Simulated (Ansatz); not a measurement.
## AlN (rocksalt): gap against strain (isotropic on every length)

Rocksalt AlN, relaxed with r2SCAN in Ansatz, then strained (isotropic on every length; changes of length per length, axes as in the cell below) with the atoms relaxed again within the symmetry that is left. It is cubic, Fm-3m (No. 225); a = 4.038 Å in the conventional setting, 8.23 Å³ an atom. Al is surrounded by 6 N at 2.02 Å; N is surrounded by 6 Al at 2.02 Å. The calculation is spin-unpolarised, and the structure need not be a phase that has been made.

```
Al N
1.0
     0.00000    2.01887    2.01887
     2.01887    0.00000    2.01887
     2.01887    2.01887    0.00000
Al N
1 1
Direct
  0.00000 0.00000 0.00000
  0.50000 0.50000 0.50000
```

Gaps are the least over each mesh (PBE 10×10×10, r2SCAN 10×10×10, HSE06 8×8×8 when unstrained) and the special points, which keep their unstrained names; stress is the change from the unstrained cell, compression positive.

| strain (%) | gap, PBE (eV) | gap, r2SCAN (eV) | gap, HSE06 (eV) | edges, HSE06 | mean stress, r2SCAN (GPa) | energy rise, r2SCAN (meV/atom) |
| --- | --- | --- | --- | --- | --- | --- |
| -4.0 | 5.045 | 5.778 | 6.339 | Γ → X | +42.89 | 114.9 |
| -3.0 | 5.111 | 5.843 | 6.395 | Γ → X | +30.14 | 62.7 |
| -2.0 | 5.173 | 5.903 | 6.445 | Γ → X | +18.83 | 27.1 |
| 0.0 | 4.669 | 5.522 | 6.083 | Γ → X | 0.00 | 0.0 |
| +0.5 | 4.525 | 5.371 | 5.924 | Γ → X | -4.01 | 1.6 |
| +3.35 | 3.749 | 4.557 | 5.071 | Γ → X | -22.45 | 65.0 |
| +4.0 | 3.583 | 4.382 | 4.887 | Γ → X | -25.74 | 91.0 |
| +5.25 | 3.274 | 4.057 | 4.543 | Γ → X | -31.25 | 151.3 |
| +5.85 | 3.132 | 3.905 | 4.384 | Γ → X | -33.55 | 184.7 |

Question: Estimate the row for a strain of -2.5 %.

Answer:

| strain (%) | gap, PBE (eV) | gap, r2SCAN (eV) | gap, HSE06 (eV) | edges, HSE06 | mean stress, r2SCAN (GPa) | energy rise, r2SCAN (meV/atom) |
| --- | --- | --- | --- | --- | --- | --- |
| -2.5 | 5.143 | 5.874 | 6.421 | Γ → X | +24.31 | 42.9 |

Between zero and the nearest strains the slope of the HSE06 gap against strain is -0.181 eV per percent for negative and -0.317 for positive strain.

The meshes of the hybrids are coarse, so their gaps aren't converged to the digits shown.
